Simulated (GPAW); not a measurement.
# Ta4C3: single point with PBEsol

The system is Ta4C3.

```
Ta C
1.0
     4.44528    0.00000    0.00000
     0.00000    4.44528    0.00000
     0.00000    0.00000    4.44528
Ta C
4 3
Direct
  0.00000 0.00000 0.00000
  0.50000 0.50000 0.00000
  0.50000 0.00000 0.50000
  0.00000 0.50000 0.50000
  0.00000 0.00000 0.50000
  0.00000 0.50000 0.00000
  0.50000 0.00000 0.00000
```

The cell comes from a database or a generator and needn't be the stable form of this composition.

* Program: GPAW 26.7.0
* Task: single point
* Functional: PBEsol
* Potentials or basis: PAW data sets generated in the run's folder for this functional
* Cutoff: 800 eV
* Basis: pw
* k mesh: 6 × 6 × 6
* Occupations: fermi-dirac, width 0.05 eV
* Spin: no spin polarisation
* Maxiter: 150

The pressure is -8.1 GPa and the band gap on the k mesh is none (metal or under the smearing width).

Levels at points of the mesh, in eV from the Fermi level:
| k point | band 29 | band 30 | band 31 | band 32 | band 33 | band 34 | band 35 | band 36 |
| --- | --- | --- | --- | --- | --- | --- | --- | --- |
| (0.00, 0.00, 0.00) | -1.31 | -0.60 | -0.60 | -0.60 | -0.55 | -0.55 | -0.55 | 1.35 |
| (0.50, 0.00, 0.00) | -2.12 | -1.92 | -1.92 | 0.25 | 0.25 | 0.79 | 1.91 | 2.30 |
| (0.50, 0.50, 0.00) | -1.73 | -1.68 | -0.35 | -0.35 | 1.66 | 1.69 | 1.69 | 2.01 |
| (0.50, 0.50, 0.50) | -1.05 | -1.05 | -1.05 | -0.11 | 3.19 | 3.19 | 3.19 | 3.28 |

Run time: 95 s on 1 thread of Arm Neoverse V2 (shared host), peak memory 0.31 GiB.

Spin-orbit coupling is left out, which matters for the levels of Ta.
